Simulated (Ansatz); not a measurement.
# Ca: a faulty run and its cure

Intended: Ca, PBE, plane waves and PAW in Ansatz. The input:

```yaml
crystal:
  lattice:
    - [1.971275995, -3.39549018, 0.0]
    - [1.971275995, 3.39549018, 0.0]
    - [0.0, 0.0, 6.50911174]
  atoms:
    - { symbol: Ca, position: [0.8355866, 0.1644134, 0.25] }
    - { symbol: Ca, position: [0.1644134, 0.8355866, 0.75] }
basis:
  ecutwfc: 420
kpoints:
  mp_grid: { grid: [12, 12, 8] }
hamiltonian:
  xc: pbe
scf:
  occupations: { method: gaussian, width: 0.1 }
  max_iter: 2
  convergence: { accept_max_iter: true }
  initial_density: { chi_scale: 0, normalization: atom }
output:
  forces: true
  stress: true
  eigenvalues: true
```

The program printed (HF is the Harris–Foulkes energy, dr2 the density residual in eV):

```text
Warning: output.stress: scf.convergence.accept_max_iter lets an SCF close with its threshold on dr2 unmet. What such a close leaves in the stress no threshold then bounds, and a free energy that looks settled does not show it. To mend it, remove scf.convergence.accept_max_iter
Pseudopotential: Ca, paw, valence charge 10, recommended cutoff 420 eV (normal)
Crystal: 2 atoms, lattice volume = 87.137 Å³
Basis set: ecut = 420 eV, 1729 PW (Γ), exchange–correlation on 54×54×90 points (8 copies of the dense FFT grid, shifted against one another)
Bands: 14, of which v1, the nominal top of the filled ones, is band 10 counted from 1 (9 counted from 0)
Symmetry: 8 space group operations
Space group: Cmcm (ITA 63), of the structure as read, at distance tolerance 4.4e-5 Å
k-points: 215 of 1152
Initial density: superposition of atomic densities
SCF iter   1: HF=-3633.704278 eV  Δρ=6.69e-3  dr2=3.20e-2
SCF iter   2: F=-3633.713284 eV  HF=-3633.708367 eV  Δρ=4.11e-3  dr2=1.28e-2
stopped at the declared iteration budget: scf.max_iter = 2 spent with dr2 = 1.3e-2 eV against the standard gate 1.0e-7 eV (scf.convergence.accept_max_iter; the run is reported unconverged — every observable carries the unconverged density's error)
SCF 1 stopped at its iteration budget after 2 iterations (unconverged): F = -3633.713284 eV  dr2 = 1.28e-2
SCF stopped at the declared iteration budget after 2 iterations (unconverged)
Free energy (F): -3633.713284 eV
E sigma→0 (E₀):  -3633.707970 eV
Entropy (-TS):   -0.010627 eV (-5.314 meV/atom)
Fermi energy:    4.777349 eV
--- Forces (eV/Å), atoms counted from 1 ---
  atom   1  Ca     0.00000000     0.01627396     0.00000000
  atom   2  Ca     0.00000000    -0.01627396    -0.00000000
--- Stress (GPa, compression-positive) ---
       -0.552866      -0.000000       0.000000
       -0.000000      -0.322959      -0.000000
        0.000000      -0.000000      -0.682258
  P = ⅓ Tr σ = -0.5194 GPa (-5.194 kbar)
```

Question: What is the cause?
A. An unconverged density accepted at the iteration limit
B. Plain mixing at a large step in a long cell
C. A smearing that washes the moments out
D. A relaxation cut at too few steps
E. A total moment locked at a wrong value

Answer: A. The numbers come from a density that isn't self-consistent. The cure is a higher limit and no acceptance.

Fix (which also takes the starting density of the reference run):

```diff
 scf:
-  max_iter: 2
-  convergence: { accept_max_iter: true }
-  initial_density: { chi_scale: 0, normalization: atom }
```

The mended run converges, with a pressure of -0.47 GPa, a largest force of 0.016 eV/Å, no gap.

This form isn't the element's structure at ambient conditions.